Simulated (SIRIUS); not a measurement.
# ZnSe (Stilleite) (F-43m) in SIRIUS: reference runs

Aim: a first look at ZnSe (Stilleite) with PBEsol, on the cell as given.

Everything below comes from runs of SIRIUS, more than one build. Logs are shortened: lines on timing, memory, paths and dates and some standing lists are left out, and cuts for length are marked. The log counts tension as positive stress, the text compression.

**The experiment to reproduce.**

From “Alloy Disordering Effects on the Thermal Conductivity and Energy Gap Temperature Dependence of Cd1−xZnxSe Ternary Crystals Grown by the Bridgman Method”, 2023, pmc:10253836, for a bulk crystal of ZnSe at 300 K: band gap 2.695 ± 0.003 eV (an exciton energy, a little under the gap).

How close the calculation comes is told below.

## (1) Starting point

It takes space group F-43m (No. 216, cubic). Conventional cell: a = 5.668 Å, b = 5.668 Å, c = 5.668 Å, α = 90.00°, β = 90.00°, γ = 90.00°. Around Se (site symmetry -43m) lie 4 Zn at 2.45 Å. Zn (site symmetry -43m) has 4 Se at 2.45 Å as nearest neighbours.

## (2) Single point, PBEsol

The input, sirius.json:

```json
{
  "control": {
    "processing_unit": "cpu",
    "verbosity": 2,
    "num_bands_to_print": 27,
    "print_forces": true,
    "print_stress": true
  },
  "parameters": {
    "electronic_structure_method": "pseudopotential",
    "xc_functionals": ["XC_GGA_X_PBE_SOL", "XC_GGA_C_PBE_SOL"],
    "gk_cutoff": 9.3,
    "pw_cutoff": 18.6,
    "ngridk": [8, 8, 8],
    "shiftk": [0, 0, 0],
    "smearing": "fermi_dirac",
    "smearing_width": 0.0018374661,
    "num_bands": 27,
    "num_mag_dims": 0,
    "num_dft_iter": 100,
    "energy_tol": 1e-08,
    "density_tol": 1e-06
  },
  "iterative_solver": {
    "type": "davidson",
    "min_tolerance": 1e-09,
    "tolerance_scale": [0.1, 0.25]
  },
  "mixer": {
    "type": "anderson",
    "beta": 0.7,
    "max_history": 8
  },
  "settings": {
    "tol_ne": 1e-10,
    "pseudo_grid_cutoff": 6.5
  },
  "unit_cell": {
    "lattice_vectors": [
      [0.0, 5.355105891965, 5.355105891965],
      [5.355105891965, 0.0, 5.355105891965],
      [5.355105891965, 5.355105891965, 0.0]
    ],
    "atom_coordinate_units": "lattice",
    "atom_types": ["Se", "Zn"],
    "atom_files": {
      "Se": "Se.json",
      "Zn": "Zn.json"
    },
    "atoms": {
      "Se": [
        [0.75, 0.75, 0.75]
      ],
      "Zn": [
        [0.0, 0.0, 0.0]
      ]
    }
  }
}
```

Potentials or basis: PseudoDojo 0.4.1 PBEsol standard (scalar relativistic).

Started as:

```
$ upf_to_json Se.upf
$ upf_to_json Zn.upf
$ OMP_NUM_THREADS=1 sirius.scf --input=sirius.json --output=out.json --task=0
```

Standard output:

```text
[info] SIRIUS version : 7.10.0
[info] number of MPI ranks           : 1
[info] MPI grid                      : 1 1
[info] maximum number of OMP threads : 1
[fft] FFT context for density and potential
[fft] =====================================
[fft]   comm size                             : 1
[fft]   plane wave cutoff                     : 18.6
[fft]   grid size                             : 48 48 48   total : 110592
[fft]   grid limits                           : -23 24   -23 24   -23 24
[fft]   number of G-vectors within the cutoff : 16744
[fft]   local number of G-vectors             : 16744
[fft]   number of G-shells                    : 903
[fft] FFT context for coarse grid
[fft] =====================================
[fft]   comm size                             : 1
[fft]   plane wave cutoff                     : 18.6
[fft]   grid size                             : 48 48 48   total : 110592
[fft]   grid limits                           : -23 24   -23 24   -23 24
[fft]   number of G-vectors within the cutoff : 16744
[fft]   local number of G-vectors             : 16744
[fft]   number of G-shells                    : 903
[unit cell] lattice vectors
[unit cell]   a1 :       0.0000000000      5.3551058920      5.3551058920
[unit cell]   a2 :       5.3551058920      0.0000000000      5.3551058920
[unit cell]   a3 :       5.3551058920      5.3551058920      0.0000000000
[unit cell] reciprocal lattice vectors
[unit cell]   b1 :      -0.5866536941      0.5866536941      0.5866536941
[unit cell]   b2 :       0.5866536941     -0.5866536941      0.5866536941
[unit cell]   b3 :       0.5866536941      0.5866536941     -0.5866536941
[unit cell] unit cell volume :       307.13844747 [a.u.^3]
[unit cell] 1/sqrt(omega)    :         0.05706015
[unit cell] MT volume        :         0.00000000 ( 0.00%)
[unit cell] IT volume        :       307.13844747 (100.00%)
[unit cell] number of atom types : 2
[unit cell] type id : 0 symbol : Se mt_radius :  11.970000 num_atoms : 1
[unit cell] type id : 1 symbol : Zn mt_radius :  13.110000 num_atoms : 1
[unit cell] total number of atoms : 2
[unit cell] number of symmetry classes : 2
[unit cell] number of PAW atoms : 0
[unit cell] atom id  type id  class id             position                      vector_field
[unit cell] ------------------------------------------------------------------------------------------
[unit cell]      0        0        0      0.75000   0.75000   0.75000      0.00000   0.00000   0.00000
[unit cell]      1        1        1      0.00000   0.00000   0.00000      0.00000   0.00000   0.00000
[unit cell] atom id         position (Cartesian, a.u.)
[unit cell] ---------------------------------------------
[unit cell]      0       8.032659    8.032659    8.032659
[unit cell]      1       0.000000    0.000000    0.000000
[unit cell] class id : 0 atom id : 0
[unit cell] class id : 1 atom id : 1
[unit cell] minimum bond length:     4.637658
[unit cell] total number of pseudo wave-functions: 19
[sym] space group number   : 216
[sym] international symbol : F-43m
[sym] Hall symbol          : F -4 2 3
[sym] space group transformation matrix :
[sym]   0.0000  0.5000  0.5000
[sym]  -0.5000 -0.5000  0.0000
[sym]   0.5000  0.0000  0.5000
[sym] space group origin shift :
[sym]   0.0000  0.0000  0.0000
[sym] number of space group operations  : 24
[sym] number of magnetic group operations : 24
[sym] metric tensor error: 0.0000e+00
[sym] rotation matrix error: 2.8242e-18
[sym] symmetry operations
[... list of symmetry operations ...]
[atom type] label          : Se
[atom type] --------------------------------------------------------------------------------
[... 275 lines left out ...]
[diagonalize] ik:    3   -4.287295   -2.608537   -2.608535   -2.608535   -1.422067   -1.422062   -1.422062   -1.421887   -1.421887   -0.160710    0.065533    0.065533    0.071875    0.076666    0.076666    0.137053    0.275195    0.275195    0.396546    0.538226    0.538226    0.593077    0.680788    0.726116    0.726116    0.866601    0.915356
[diagonalize] ik:    4   -4.287295   -2.608538   -2.608535   -2.608535   -1.422067   -1.422062   -1.422062   -1.421886   -1.421886   -0.155759    0.065861    0.065861    0.076952    0.076952    0.082090    0.109576    0.271203    0.271203    0.393433    0.535618    0.535618    0.612070    0.700596    0.783820    0.783820    0.822391    0.835252
[diagonalize] ...
[diagonalize] ik:   24   -4.287295   -2.608537   -2.608536   -2.608536   -1.422071   -1.422059   -1.422057   -1.421889   -1.421883   -0.151377    0.065047    0.069147    0.071357    0.077377    0.079602    0.144305    0.215722    0.232398    0.451704    0.463809    0.573959    0.665909    0.680096    0.797291    0.826668    0.870211    0.899288
[diagonalize] ik:   25   -4.287295   -2.608537   -2.608537   -2.608536   -1.422068   -1.422061   -1.422056   -1.421888   -1.421883   -0.147274    0.066365    0.069658    0.073789    0.076610    0.085264    0.130381    0.196227    0.226801    0.460595    0.506472    0.567031    0.633416    0.684191    0.785737    0.821787    0.874530    0.921812
[diagonalize] ik:   26   -4.287295   -2.608537   -2.608537   -2.608536   -1.422066   -1.422063   -1.422057   -1.421888   -1.421884   -0.148843    0.066739    0.068698    0.074712    0.076102    0.083641    0.133386    0.192095    0.238130    0.471642    0.520745    0.547617    0.636174    0.660759    0.734738    0.865230    0.882964    0.900783
[diagonalize] ik:   27   -4.287295   -2.608537   -2.608536   -2.608536   -1.422072   -1.422058   -1.422055   -1.421890   -1.421882   -0.145752    0.065252    0.071010    0.072648    0.077374    0.085119    0.128735    0.211138    0.212740    0.441159    0.458504    0.638825    0.641441    0.725121    0.809640    0.823586    0.834845    0.943272
[diagonalize] ik:   28   -4.287295   -2.608537   -2.608537   -2.608536   -1.422066   -1.422064   -1.422055   -1.421888   -1.421883   -0.145658    0.066858    0.070269    0.075026    0.075172    0.087334    0.130105    0.200696    0.204198    0.500506    0.506284    0.555980    0.582262    0.730200    0.810114    0.816034    0.842263    0.950215
[find] Charges and magnetic moments
[find] --------------------------------------------------------------------------------
[find] total charge          : 36.000000
[find] Energy
[find] --------------------------------------------------------------------------------
[find] valence_eval_sum               :     -36.77310452
[find] <rho|V^{XC}>                   :     -42.11019452
[find] <rho|E^{XC}>                   :     -46.22658654
[find] <mag|B^{XC}>                   :       0.00000000
[find] <rho|V^{H}>                    :     249.62854273
[find] one-electron contribution      :    -244.29145274 (Ha),    -488.58290547 (Ry)
[find] hartree contribution           :     124.81427137
[find] xc contribution                :     -46.22658654
[find] ewald contribution             :    -164.37156484
[find] PAW contribution               :       0.00000000
[find] smearing (-TS)                 :      -0.00000000
[find] SCF correction                 :       0.00000112
[find] Total energy                   :    -330.07533163 (Ha),    -660.15066326 (Ry)
[find] Free energy (E-TS)             :    -330.07533164 (Ha),    -660.15066327 (Ry)
[find] band gap (eV)                  :       1.16963363
[find] Efermi                         :       0.32603609
[find] iteration : 10, RMS : 2.683511385711e-08, energy difference : -4.678213372244e-11
[find] Hartree energy of density residual : 3.515287743551e-14
[find] bands are converged : true
[find] iterative solver converged : true
[find] converged after 11 SCF iterations!
[find] Charges and magnetic moments
[find] --------------------------------------------------------------------------------
[find] total charge          : 36.000000
[find] Energy
[find] --------------------------------------------------------------------------------
[find] valence_eval_sum               :     -36.77310452
[find] <rho|V^{XC}>                   :     -42.11019452
[find] <rho|E^{XC}>                   :     -46.22658654
[find] <mag|B^{XC}>                   :       0.00000000
[find] <rho|V^{H}>                    :     249.62854273
[find] one-electron contribution      :    -244.29145274 (Ha),    -488.58290547 (Ry)
[find] hartree contribution           :     124.81427137
[find] xc contribution                :     -46.22658654
[find] ewald contribution             :    -164.37156484
[find] PAW contribution               :       0.00000000
[find] smearing (-TS)                 :      -0.00000000
[find] SCF correction                 :       0.00000112
[find] Total energy                   :    -330.07533163 (Ha),    -660.15066326 (Ry)
[find] Free energy (E-TS)             :    -330.07533164 (Ha),    -660.15066327 (Ry)
[find] band gap (eV)                  :       1.16963363
[find] Efermi                         :       0.32603609
[ground_state] === stress tensor components [kbar] ===
[ground_state] === stress_kin ===
[ground_state] -108988.156590   -0.000000    0.000000
[ground_state]    -0.000000-108988.156590    0.000000
[ground_state]     0.000000    0.000000-108988.156590
[ground_state] === stress_har ===
[ground_state] -39853.494880   -0.000000    0.000000
[ground_state]    -0.000000-39853.494880    0.000000
[ground_state]     0.000000    0.000000-39853.494880
[ground_state] === stress_ewald ===
[ground_state] 52484.233142    0.000000    0.000000
[ground_state]     0.00000052484.233142   -0.000000
[ground_state]     0.000000   -0.00000052484.233142
[ground_state] === stress_vloc ===
[ground_state] 19536.595806    0.000000    0.000000
[ground_state]     0.00000019536.595806   -0.000000
[ground_state]     0.000000   -0.00000019536.595806
[ground_state] === stress_xc ===
[ground_state] -3686.578526   -0.000000    0.000000
[ground_state]    -0.000000-3686.578526    0.000000
[ground_state]     0.000000    0.000000-3686.578526
[ground_state] === stress_core ===
[ground_state] 15750.904432    0.000000    0.000000
[ground_state]     0.00000015750.904432   -0.000000
[ground_state]     0.000000   -0.00000015750.904432
[ground_state] === stress_nonloc ===
[ground_state] 64768.267237    0.000000    0.000000
[ground_state]     0.00000064768.267237   -0.000000
[ground_state]     0.000000   -0.00000064768.267237
[ground_state] === stress_us_nl ===
[ground_state] 64768.267237    0.000000    0.000000
[ground_state]     0.00000064768.267237   -0.000000
[ground_state]     0.000000   -0.00000064768.267237
[ground_state] === stress_total ===
[ground_state]    11.770621   -0.000000    0.000000
[ground_state]    -0.000000   11.770621    0.000000
[ground_state]     0.000000    0.000000   11.770621
[ground_state] ==== total Forces in Ha/bohr =====
[ground_state] atom:    0, force:      -0.0000000     -0.0000000      0.0000000
[ground_state] atom:    1, force:       0.0000000      0.0000000     -0.0000000
[ground_state] ==== ultrasoft contribution from Qij =====
[ground_state] atom:    0, force:       0.0000000      0.0000000      0.0000000
[ground_state] atom:    1, force:       0.0000000      0.0000000      0.0000000
[ground_state] ==== non-local contribution from Beta-projector =====
[ground_state] atom:    0, force:      -0.0000000     -0.0000000      0.0000000
[ground_state] atom:    1, force:       0.0000000      0.0000000      0.0000000
[ground_state] ==== contribution from local potential =====
[ground_state] atom:    0, force:       0.0000000      0.0000000      0.0000000
[ground_state] atom:    1, force:       0.0000000      0.0000000     -0.0000000
[ground_state] ==== contribution from core density =====
[ground_state] atom:    0, force:       0.0000000      0.0000000      0.0000000
[ground_state] atom:    1, force:      -0.0000000     -0.0000000      0.0000000
[ground_state] ==== Ewald forces from ions =====
[ground_state] atom:    0, force:       0.0000000      0.0000000      0.0000000
[ground_state] atom:    1, force:       0.0000000      0.0000000      0.0000000
[~DFT_ground_state] local op. applied: 20219
[~DFT_ground_state] evp. work count: 3021.59
[~DFT_ground_state] number of iterative solver steps: 1138
```

It took 59 s on 1 thread of Arm Neoverse V2, shared host; peak memory 0.43 GiB.

What came out:

```
Free energy            : -8981.8073 eV
Pressure               : -1.2 GPa
Band gap on the k mesh : 1.17 eV
```

(Continued in part 2 of 2.)
